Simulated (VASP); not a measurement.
# Mg: saddle point by the improved dimer method

Mg, defect, 15 atoms in the cell. PBE, improved dimer method; PAW potentials Mg (PBE set).

Path: a Mg atom hops into a neighbouring Mg vacancy; Length of the hop (Å): 3.174; Atoms free in the vibrations (from 0): 3, 7, 10, 11, 14.

## Input

INCAR.step1:
```
SYSTEM = Mg
PREC = Accurate ; ENCUT = 200
EDIFF = 1E-7 ; ISMEAR = 1
SIGMA = 0.1 ; LREAL = .False.
LASPH = .True. ; NELM = 100
ALGO = Normal ; LWAVE = .False.
LCHARG = .False. ; ISYM = 0
KPAR = 4 ; IBRION = 2
NSW = 100 ; ISIF = 2
EDIFFG = -0.005 ; POTIM = 0.5
```

INCAR.step2, as INCAR.step1 but for:
```
- EDIFF = 1E-7
- EDIFFG = -0.005
+ EDIFF = 1E-6
+ EDIFFG = -0.02
```

INCAR.step3, as INCAR.step2 but for:
```
- IBRION = 2
- NSW = 100
- ISIF = 2
- POTIM = 0.5
+ IBRION = 44
+ NSW = 300
```

INCAR.step4, as INCAR.step3 but for:
```
- EDIFF = 1E-6
- IBRION = 44
- NSW = 300
- EDIFFG = -0.02
+ EDIFF = 1E-7
+ IBRION = 5
+ NFREE = 2
+ POTIM = 0.015
+ NSW = 1
```

KPOINTS:
```
k-points
0
Gamma
  3 3 3
```

POSCAR.step1:
```
Mg
1.0
   -4.4885120000      4.4885120000      4.4885120000
    4.4885120000     -4.4885120000      4.4885120000
    4.4885120000      4.4885120000     -4.4885120000
Mg
15
Direct
    0.5000000000      0.5000000000      0.0000000000
    0.5000000000      0.0000000000      0.5000000000
    0.0000000000      0.5000000000      0.5000000000
    0.5000000000      0.2500000000      0.2500000000
    0.0000000000      0.7500000000      0.2500000000
    0.0000000000      0.2500000000      0.7500000000
    0.5000000000      0.7500000000      0.7500000000
    0.2500000000      0.5000000000      0.2500000000
    0.7500000000      0.0000000000      0.2500000000
    0.7500000000      0.5000000000      0.7500000000
    0.2500000000      0.0000000000      0.7500000000
    0.2500000000      0.2500000000      0.5000000000
    0.7500000000      0.7500000000      0.5000000000
    0.7500000000      0.2500000000      0.0000000000
    0.2500000000      0.7500000000      0.0000000000
```

POSCAR.step2:
```
Mg
1.0
   -4.4885120000      4.4885120000      4.4885120000
    4.4885120000     -4.4885120000      4.4885120000
    4.4885120000      4.4885120000     -4.4885120000
Mg
15
Direct
    0.5000000000      0.5000000000      0.0000000000
    0.5000000000      0.0000000000      0.5000000000
    0.0000000000      0.5000000000      0.5000000000
    0.0000000000      0.0000000000      0.0000000000
    0.0000000000      0.7500000000      0.2500000000
    0.0000000000      0.2500000000      0.7500000000
    0.5000000000      0.7500000000      0.7500000000
    0.2500000000      0.5000000000      0.2500000000
    0.7500000000      0.0000000000      0.2500000000
    0.7500000000      0.5000000000      0.7500000000
    0.2500000000      0.0000000000      0.7500000000
    0.2500000000      0.2500000000      0.5000000000
    0.7500000000      0.7500000000      0.5000000000
    0.7500000000      0.2500000000      0.0000000000
    0.2500000000      0.7500000000      0.0000000000
```

POSCAR.step3:
```
Mg                                      
1.0
   -4.4885120000      4.4885120000      4.4885120000
    4.4885120000     -4.4885120000      4.4885120000
    4.4885120000      4.4885120000     -4.4885120000
Mg
15
Direct
    0.5119769570      0.5123488885      1.0087220156
    0.5152504853      0.0081235756      0.5045970436
    0.0110802243      0.5003342977      0.5017451946
    0.2663925585      0.1399553009      0.1412439554
    0.0127963328      0.7568356993      0.2547072732
    1.0171776970      0.2554201416      0.7600162041
    0.5194515283      0.7621091697      0.7616099832
    0.2667800289      0.5065145450      0.2616210620
    0.7721263872      0.0138211600      0.2575816708
    0.7683013593      0.5114584471      0.7555504094
    0.2680073515      1.0097197203      0.7598700393
    0.2683880256      0.2597485798      0.5056930670
    0.7667482972      0.7482548278      0.5058005595
    0.7687875645      0.2546279759      0.0068156488
    0.2643511306      0.7615622227      1.0063394233

   -0.0000000324      0.0593260583      0.0407362008
    0.0000000139      0.0407362660      0.0593260898
   -0.0000001110      0.0407367060      0.0407367015
    0.0000001701     -0.6818473529     -0.6818473444
   -0.0000000706      0.0593259676      0.0407363076
    0.0000000507      0.0407363577      0.0593259770
   -0.0000000716      0.0407367888      0.0407368300
   -0.0000005585      0.0593261095      0.0593255206
    0.0185897394      0.0407362018      0.0407363037
   -0.0185888029      0.0407366271      0.0407366917
   -0.0000003364      0.0593256583      0.0593261002
   -0.0000005534      0.0593255419      0.0593261995
   -0.0185887970      0.0407366862      0.0407366110
    0.0185897076      0.0407362862      0.0407362204
   -0.0000003479      0.0593260976      0.0593255905
```

POSCAR.step4:
```
Mg
1.0
   -4.4885120000      4.4885120000      4.4885120000
    4.4885120000     -4.4885120000      4.4885120000
    4.4885120000      4.4885120000     -4.4885120000
Mg
15
Selective dynamics
Direct
    0.5201905571      0.4944250840      0.0252086209  F F F
    0.5203555639      0.0260308815      0.4938692701  F F F
    0.9844139905      0.4923235589      0.4922003716  F F F
    0.2660213379      0.1332194653      0.1323354806  T T T
    0.0131633175      0.7725526146      0.2405016985  F F F
    0.0126316633      0.2406717343      0.7716463728  F F F
    0.5494373812      0.7748424886      0.7739631762  F F F
    0.2661436544      0.5384017804      0.2835610254  T T T
    0.7665033282      0.0094612153      0.2562419891  F F F
    0.7667462397      0.5096334424      0.7567107426  F F F
    0.2663143751      0.9817247970      0.7279062668  T T T
    0.2666093430      0.2845000105      0.5377891575  T T T
    0.7664136908      0.7569351559      0.5088970350  F F F
    0.7659001254      0.2573459822      0.0094937474  F F F
    0.2667713599      0.7287663409      0.9815885956  T T T
```

POSCAR.step5:
```
Mg
1.0
   -4.4885120000      4.4885120000      4.4885120000
    4.4885120000     -4.4885120000      4.4885120000
    4.4885120000      4.4885120000     -4.4885120000
Mg
15
Selective dynamics
Direct
    0.4999999990      0.4999999973      0.9999999965  F F F
    0.4999999993      0.0000000022      0.5000000010  F F F
    0.0000000009      0.4999999980      0.5000000018  F F F
    0.4938076158      0.2469037882      0.2469037823  T T T
    0.0000000157      0.7530963669      0.2469036736  F F F
    0.9999999877      0.2469036399      0.7530963228  F F F
    0.5061923784      0.7530962087      0.7530962183  F F F
    0.2469037886      0.4938076169      0.2469037875  T T T
    0.7530963688      0.0000000154      0.2469036752  F F F
    0.7530962107      0.5061923792      0.7530962151  F F F
    0.2469036411      0.9999999893      0.7530963275  T T T
    0.2469037857      0.2469037853      0.4938076214  T T T
    0.7530962121      0.7530962112      0.5061923772  F F F
    0.7530963418      0.2469036587      0.0000000037  F F F
    0.2469036542      0.7530963428      0.9999999961  T T T
```

Commands (each step's output is kept before the next begins):
```
cat potpaw_PBE.64/Mg/POTCAR > POTCAR
cp INCAR.step1 INCAR
cp POSCAR.step1 POSCAR
mpirun -np 4 vasp_std > vasp.out
cp INCAR.step2 INCAR
cp POSCAR.step2 POSCAR
mpirun -np 4 vasp_std > vasp.out
# the block under the positions in POSCAR is the starting axis: the straight line between the two relaxed ends
cp INCAR.step3 INCAR
cp POSCAR.step3 POSCAR
mpirun -np 4 vasp_std > vasp.out
# POSCAR: the saddle point
cp INCAR.step4 INCAR
cp POSCAR.step4 POSCAR
mpirun -np 4 vasp_std > vasp.out
# POSCAR: the relaxed minimum
cp POSCAR.step5 POSCAR
mpirun -np 4 vasp_std > vasp.out
```

## Result

- Barrier (eV): 0.343
- Barrier with zero-point energies (eV): 0.340
- Imaginary frequency (cm⁻¹): 75
- Imaginary modes at the saddle: 1
- Attempt frequency (THz): 2.7
- Force evaluations of the dimer: 45
- Largest force left (eV/Å): 0.0176
- Ionic steps, all stages: 115
- Electronic steps, all stages: 618

Vibrations (cm⁻¹; a negative value is imaginary):

| Mode | Minimum | Saddle |
|---|---|---|
| 1 | 213 | 258 |
| 2 | 206 | 235 |
| 3 | 205 | 212 |
| 4 | 201 | 192 |
| 5 | 180 | 191 |
| 6 | 179 | 181 |
| 7 | 172 | 174 |
| 8 | 171 | 167 |
| 9 | 158 | 158 |
| 10 | 149 | 153 |
| 11 | 146 | 149 |
| 12 | 145 | 136 |
| 13 | 123 | 109 |
| 14 | 122 | 104 |
| 15 | 96 | -75 |

Harmonic rate, classical:

| Temperature (K) | Jumps per second |
|---|---|
| 300 | 4.7e+06 |
| 600 | 3.5e+09 |
| 900 | 3.2e+10 |

The cell is Mg (16 atoms) with one Mg atom missing.

Limits: the cell holds 15 atoms, so the vacancy or interstitial meets its own images and the barrier isn't that of a lone defect; the attempt frequency counts the hopping atom and the four atoms nearest to it, while all others are held.

VASP 6.6.1 took 1277 s on 4 cores (Intel Xeon Platinum 8488C (Sapphire Rapids)), a shared host.
